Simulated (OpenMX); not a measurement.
GaAs in OpenMX: the effect of dispersion

The system is GaAs.

```
Ga As
1.0
    -1.88077    1.88077    3.02585
     1.88077   -1.88077    3.02585
     1.88077    1.88077   -3.02585
Ga As
1 1
Direct
  0.00000 0.00000 0.00000
  0.50000 0.50000 0.00000
```

The cell was built by a generator and needn't be a form met in nature.

Alike in all runs:

- Program: OpenMX 3.8.5
- Task: single point
- Functional: PBE
- Potentials or basis: OpenMX 2013 PBE set, Ga7.0-s3p2d2, As7.0-s3p2d2, grid cutoff 500 Ry
- k mesh: 7 × 7 × 7
- Occupations: fermi-dirac, width 0.05 eV
- Spin: no spin polarisation

| dispersion | pressure (GPa) |
| --- | --- |
| none | -1.1 |
| D3 | ? |
| D3(BJ) | -3.7 |
| D4 | -4.2 |

Task: What does the run with dispersion D3 give?

Result: Pressure -2.5 GPa.

Caveats: the basis of atomic orbitals isn't converged, which shifts pressures, moduli and gaps; pairwise dispersion overbinds metals, which lowers pressure and volume (some runs).
